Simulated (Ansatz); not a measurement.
Two-dimensional strain map in ZnS

Theory: Ansatz 0.2.0, DFT PBE, scalar-relativistic, plane waves, PAW. Cutoff 420 eV, Γ-centred 10×10×10 k-points, Gaussian smearing of 0.05 eV. No spin polarisation. Energies are free energies at this smearing, counted from the undisturbed cell; pressure is positive in compression.

The undisturbed cell (as given, not relaxed at this level; it stands at 1.4 GPa):

```
CELL_PARAMETERS angstrom
0.00000 2.70465 2.70465
2.70465 0.00000 2.70465
2.70465 2.70465 0.00000
ATOMIC_POSITIONS crystal
Zn 0.00000 0.00000 0.00000
S 0.75000 0.75000 0.75000
```

The cell is strained by p along both x and y and by q along z, fractional coordinates fixed. Points are written (p, q).

Energy above the undisturbed cell in meV/atom (a dash: not computed):

```
 p \ q  -0.080  -0.040  0.000  0.040  0.080
-0.080   393.5   270.4  182.6      ?      ?
-0.040       ?    96.6   48.9   26.7   27.5
 0.000    56.6    17.2    0.0    3.0   24.5
 0.040    22.2    10.3   15.9   37.7      ?
 0.080    49.9    58.5   81.0  116.5  163.8
```

(1) Fill in the withheld energies.

## Answers

(1) (-0.080, 0.040): 126.8; (-0.080, 0.080): 99.9; (-0.040, -0.080): 172.2; (0.040, 0.080): 74.3.